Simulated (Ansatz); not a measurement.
## ZnS (F-43m): the host for defect calculations

Before any defect goes in: ZnS (F-43m) at rest, and how it screens a charge.

Program: Ansatz 0.2.0. Level of theory: plane-wave PAW DFT, r2SCAN; relaxation of the host's cell and atoms; PAW set soft_1, in the first sound run; inputs show where later runs differ. Results are calculated unless marked as measured.

Report form: the programs' logs are mostly left out.

### Step 1. The structure

It takes space group F-43m (No. 216, cubic). The conventional cell has a = 5.387 Å, b = 5.387 Å, c = 5.387 Å, α = 90.00°, β = 90.00°, γ = 90.00°. Nearest to Zn lie 4 S at 2.33 Å. Nearest to S lie 4 Zn at 2.33 Å. Farther neighbours and most contacts between anions are not listed.

### Step 2. Host cell relaxation

Lattice and positions are set free, within the symmetry that the program keeps.

The input, cell/input.yaml:

```yaml
crystal:
  lattice:
    - [0.0, 2.6936829, 2.6936829]
    - [2.6936829, 0.0, 2.6936829]
    - [2.6936829, 2.6936829, 0.0]
  atoms:
    - { symbol: Zn, position: [0.0, 0.0, 0.0] }
    - { symbol: S, position: [0.75, 0.75, 0.75] }
basis:
  ecutwfc: 500
  xc_grid: 2
hamiltonian:
  xc: r2scan
  pseudopotentials: { kind: paw, azcp: { folder: soft_1 } }
kpoints:
  mp_grid: { grid: [9, 9, 9] }
scf:
  occupations: { method: fixed }
  max_iter: 100
relax:
  f_tol: 0.005
  max_steps: 60
  cell: {}
output:
  forces: true
  stress: true
checkpoint:
  write: "../cell.run"
  compress: false
  write_wavefunctions: false
  write_every: 100000
```

On the command line:

```bash
ansatz run input.yaml --threads 32 --pin off --max-ram 84787MiB --backend cuda --events-out ev --progress --plain --runs-dir out --max-vram 78GiB
```

Elapsed: 2.1 s, on 1 × NVIDIA GB200 with 32 threads of Arm Neoverse V2, shared host; peak memory 0.93 GiB.

Little changed from the start: no atom moved by 0.005 Å and no cell edge by 0.1 %.

Numbers from this step:

| Property | Result |
| --- | --- |
| pressure | 0.001168 GPa |

### Step 3. Dielectric tensors of the host

The response to a uniform electric field gives the electronic dielectric tensor.

This step: plane-wave PAW DFPT, PBEsol; dielectric tensors, Born charges and zone-centre modes of the host; PAW set soft_1 (Ansatz 0.2.0).

The input, eps/input.yaml:

```yaml
crystal:
  lattice:
    - [0.0, 2.6951612582, 2.6951612582]
    - [2.6951612582, 0.0, 2.6951612582]
    - [2.6951612582, 2.6951612582, 0.0]
  atoms:
    - { symbol: Zn, position: [0.0, 0.0, 0.0] }
    - { symbol: S, position: [0.75, 0.75, 0.75] }
basis:
  ecutwfc: 420
hamiltonian:
  xc: pbesol
  pseudopotentials: { kind: paw, azcp: { folder: soft_1 }, xc_functional: pbe }
kpoints:
  mp_grid: { grid: [8, 8, 8] }
scf:
  occupations: { method: fixed }
  max_iter: 100
phonons:
  method: dfpt
  dielectric: true
  rigid_motions: translations
```

Run time: 5.2 s. Hardware: 1 × NVIDIA GB200 with 32 threads; peak memory 1.3 GiB; 48 s of CPU time.

Electronic dielectric tensor:

```
6.09 0.00 0.00
0.00 6.09 0.00
0.00 0.00 6.09
```

Static dielectric tensor:

```
9.21 0.00 0.00
0.00 9.21 0.00
0.00 0.00 9.21
```

The electronic dielectric tensor is isotropic, 6.09. The static dielectric tensor is isotropic, 9.21.

### Step 4. Host on a dense mesh

This step: plane-wave PAW DFT, r2SCAN; single point of the defect-free host, a test of the k-point sampling; PAW set soft_1 (Ansatz 0.2.0).

The input, dense/input.yaml:

```yaml
crystal:
  lattice:
    - [0.0, 2.6951612582, 2.6951612582]
    - [2.6951612582, 0.0, 2.6951612582]
    - [2.6951612582, 2.6951612582, 0.0]
  atoms:
    - { symbol: Zn, position: [0.0, 0.0, 0.0] }
    - { symbol: S, position: [0.75, 0.75, 0.75] }
basis:
  ecutwfc: 500
  xc_grid: 2
hamiltonian:
  xc: r2scan
  pseudopotentials: { kind: paw, azcp: { folder: soft_1 } }
kpoints:
  mp_grid: { grid: [9, 9, 9] }
scf:
  occupations: { method: fermi_dirac, width: 0.01 }
  max_iter: 100
  lower_state_search: "off"
checkpoint:
  write: "../dense.run"
  compress: false
  write_wavefunctions: false
  write_every: 100000
```

Elapsed: 1 s, on 1 × NVIDIA GB200 with 32 threads; peak memory 1 GiB.

### Step 5. Defect free supercell at the zone centre

The supercell is run at the zone centre, to see how far that sampling misses the dense mesh.

System of this step: ZnS (F-43m). The cell holds 54 atoms: 27 Zn and 27 S. Cell: a = 11.435 Å, b = 11.435 Å, c = 11.435 Å, α = 60.0°, β = 60.0°, γ = 60.0°.

The input, pristine.sampling_gamma/input.yaml:

```yaml
crystal:
  lattice:
    - [0.0, 8.0854837747, 8.0854837747]
    - [8.0854837747, 0.0, 8.0854837747]
    - [8.0854837747, 8.0854837747, 0.0]
  atoms:
    - { symbol: Zn, position: [0.0, 0.0, 0.0] }
    - { symbol: S, position: [0.25, 0.25, 0.25] }
    - { symbol: Zn, position: [0.0, 0.0, 0.3333333333] }
    - { symbol: S, position: [0.25, 0.25, 0.5833333333] }
    - { symbol: Zn, position: [0.0, 0.0, 0.6666666667] }
    - { symbol: S, position: [0.25, 0.25, 0.9166666667] }
    - { symbol: Zn, position: [0.0, 0.3333333333, 0.0] }
    - { symbol: S, position: [0.25, 0.5833333333, 0.25] }
[... 42 atom lines left out ...]
    - { symbol: Zn, position: [0.6666666667, 0.6666666667, 0.3333333333] }
    - { symbol: S, position: [0.9166666667, 0.9166666667, 0.5833333333] }
    - { symbol: Zn, position: [0.6666666667, 0.6666666667, 0.6666666667] }
    - { symbol: S, position: [0.9166666667, 0.9166666667, 0.9166666667] }
basis:
  ecutwfc: 500
  xc_grid: 2
hamiltonian:
  xc: r2scan
  pseudopotentials: { kind: paw, azcp: { folder: soft_1 } }
kpoints:
  mp_grid: { grid: [1, 1, 1] }
scf:
  occupations: { method: fermi_dirac, width: 0.01 }
  max_iter: 100
  lower_state_search: "off"
checkpoint:
  write: "../pristine.sampling_gamma.run"
  compress: false
  write_wavefunctions: false
  write_every: 100000
```

Wall time 1.4 s (1 × NVIDIA GB200 with 32 threads); peak memory 1.2 GiB.

### Step 6. Defect free supercell at the quarter point

The supercell is run at one point off the zone centre, to see how far that sampling misses the dense mesh.

pristine.sampling_quarter/input.yaml, as its differences from pristine.sampling_gamma/input.yaml of step 5:

```diff
@@ -67,3 +67,3 @@
 kpoints:
-  mp_grid: { grid: [1, 1, 1] }
+  mp_grid: { grid: [1, 1, 1], shift: [0.25, 0.25, 0.25] }
 scf:
@@ -73,3 +73,3 @@
 checkpoint:
-  write: "../pristine.sampling_gamma.run"
+  write: "../pristine.sampling_quarter.run"
   compress: false
```

Run time: 1.6 s. Hardware: 1 × NVIDIA GB200 with 32 threads; peak memory 1.4 GiB.

### Step 7. Results

```json
{
 "primitive cell vectors, lengths": "3.812, 3.812, 3.812 Å",
 "electronic dielectric constant": "6.09",
 "static dielectric constant": "9.21",
 "gap on the k-mesh of the response run (PBEsol)": "2.00 eV",
 "energy an atom at the zone centre alone less that on the dense mesh": "0.103 eV",
 "energy an atom at one point at (¼, ¼, ¼) less that on the dense mesh": "0.049 eV"
}
```

The k-mesh can miss the band edges, so this gap is an upper bound at this level. All at zero temperature.

[Logs are printed without paths, hosts, clocks, repeated set-up lines and the standing remarks that a program may print on its own settings, such as how far it seeks lower states.]

[Hosts, paths, dates, database ids (printed as entryN), source tags and the programs' standing remarks are cut or masked in the printed files.]

[Runs of the host that timed out are not shown.]

[For some hosts the program warned that the k-mesh of the response run may be too coarse for force constants and the static dielectric constant; such warnings are not always shown.]

[The program warned that the k-mesh of a response run behind this text may be too coarse: force constants, and the static dielectric constant and all else formed from them, are not shown converged.]
